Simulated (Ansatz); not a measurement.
**Stress against strain in TiS2**

```
CELL_PARAMETERS angstrom
3.41200 0.00000 0.00000
-1.70600 2.95488 0.00000
0.00000 0.00000 5.69500
ATOMIC_POSITIONS crystal
Ti 0.00000 0.00000 0.00000
S 0.33333 0.66667 0.25000
S 0.66667 0.33333 0.75000
```

Atom numbers follow the list: Ti1, S2, S3.

The cell comes from COD entry 1537865, which wasn't checked; take it as a given geometry. It is an old determination, and later ones may differ.

These are results of DFT, PBEsol, all-electron LAPW, scalar-relativistic (Ansatz 0.2.0), not measurements.

Numerical set-up: a Γ-centred 14×14×7 k mesh, Fermi–Dirac smearing of 0.05 eV, basis error target 1 meV/atom, no spin polarisation.

The strain is applied along the Cartesian axes of the cell as listed (the other components stay zero). Fractional coordinates are held (clamped ions).

σ is the change of stress from the unstrained cell, which is at -3.54 GPa; tension is positive, so slopes are stress–strain coefficients at that pressure. In a metal the k mesh adds noise.

Only quantities that a quadratic follows smoothly over the whole series are listed; rougher ones are left out.

| εzz | σzz (GPa) | σxx (GPa) |
| --- | --- | --- |
| -0.0300 | -4.45 | -2.06 |
| -0.0100 | -1.43 | -0.64 |
| 0.0000 | 0.00 | 0.00 |
| 0.0100 | 1.38 | 0.60 |
| 0.0200 | 2.72 | 1.16 |
| 0.0300 | 4.04 | 1.67 |

**Question.** Fit the series and read off the stiffness at zero strain.

**Answer.** Least-squares fits y = p0 + p1 x + p2 x² to the rows give σzz (GPa): p1 = 141, p2 = -230; σxx (GPa): p1 = 62.2, p2 = -220. So C33 = 141 GPa and C13 = 62 GPa, for these axes.

**Question.** One run, at εzz = -0.0200, is withheld. Predict its row.

**Answer.** The fits give -2.92, -1.33; the run gave -2.91, -1.33.
